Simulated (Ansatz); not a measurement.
TaN under changes of volume

One of the cells (10.776 Å³/atom); the others are scaled copies at fixed shape and fractional positions:

```
CELL_PARAMETERS angstrom
2.93800 0.00000 0.00000
-1.46900 2.54438 0.00000
0.00000 0.00000 2.88300
ATOMIC_POSITIONS crystal
Ta 0.00000 0.00000 0.50000
N 0.66667 0.33333 0.00000
```

| Item | Value |
| --- | --- |
| Program | Ansatz 0.2.0 |
| Functional | B3LYP |
| Potentials or basis | Ansatz PAW |
| Cutoff | 420 eV (not typed: the program's choice for these potentials) |
| k mesh | 5 × 5 × 5 |
| Occupations | fermi-dirac, width 0.05 eV |
| Spin | no spin polarisation |

```tsv
volume (Å³/atom)	energy over the lowest point (meV/atom)	pressure (GPa)
10.129	84.41	33.6
10.345	45.87	23.9
10.560	19.70	15.1
10.776	4.80	7.2
10.991	0.00	0.1
11.207	?	?
11.422	16.83	-12.2
```

**Question.** What does the run at 11.207 Å³/atom give?

**Answer.** Energy over the lowest point 4.31 meV/atom; pressure -6.4 GPa.

Worked out: A Birch-Murnaghan fit of order 3 (a polynomial in V^(-2/3)) to the other rows has its minimum at 10.99 Å³/atom with B0 = V·E''(V) = 346 GPa and B' = 4.2 at fixed shape and positions, which overstates the stiffness. It gives 4.30 meV/atom at 11.207 Å³/atom, against the run's 4.31, and -dE/dV = -6.4 GPa, against -6.4.

Energies are extrapolated to zero smearing.

Caveats: all runs use coarse meshes; the PAW data sets come from PBE, with cores solved anew for the run's functional, which leaves a small shift of forces and pressure; the thresholds are loose for stress.
